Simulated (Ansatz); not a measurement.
MnAs:

```
CELL_PARAMETERS angstrom
3.71000 0.00000 0.00000
-1.85500 3.21295 0.00000
0.00000 0.00000 5.69100
ATOMIC_POSITIONS crystal
As 0.66667 0.33333 0.75000
As 0.33333 0.66667 0.25000
Mn 0.00000 0.00000 0.50000
Mn 0.00000 0.00000 0.00000
```

* Program: Ansatz 0.2.0
* Task: single point
* Functional: PBE
* Potentials or basis: Ansatz PAW
* Cutoff: 420 eV (not typed: the program's choice for these potentials)
* k mesh: 8 × 8 × 5
* Occupations: fermi-dirac, width 0.05 eV
* Spin: collinear spin, ferromagnetic start
* Starting moments: [0.0, 0.0, 4.0, 4.0] μB

On this cell: pressure -3.5 GPa; largest force under 0.003 eV/Å; net moment 6.28 μB per cell; site moments As -0.12; Mn +3.15 μB; band gap on the k mesh none (metal or under the smearing width).

The same run follows on a disturbed copy (atoms moved at random, drawn with an rms of 0.05 Å):

```
As Mn
1.0
     3.71000    0.00000    0.00000
    -1.85500    3.21295    0.00000
     0.00000    0.00000    5.69100
As Mn
2 2
Direct
  0.65078 0.32644 0.75437
  0.33156 0.66783 0.23819
  0.99495 0.99580 0.49976
  0.00557 0.00504 0.99625
```

Task: What changes?

Result: The energy (extrapolated to zero smearing) moves by +6.1 meV/atom; pressure -3.3 GPa; largest force 0.433 eV/Å; net moment 6.27 μB per cell; site moments As -0.11, -0.12; Mn +3.23, +3.02 μB; band gap on the k mesh none (metal or under the smearing width).

Forces in eV/Å, atoms in the order of the input:
```
As   0.324  0.174 -0.228
As   0.035 -0.017  0.288
Mn  -0.095  0.011 -0.125
Mn  -0.264 -0.167  0.065
```

Stress tensor (GPa, compression positive):
```
-2.18  0.41 -0.13
 0.41 -2.71 -0.09
-0.13 -0.09 -5.08
```

Caveats: only a ferromagnetic start was run, and an antiferromagnetic order may lie lower in energy.
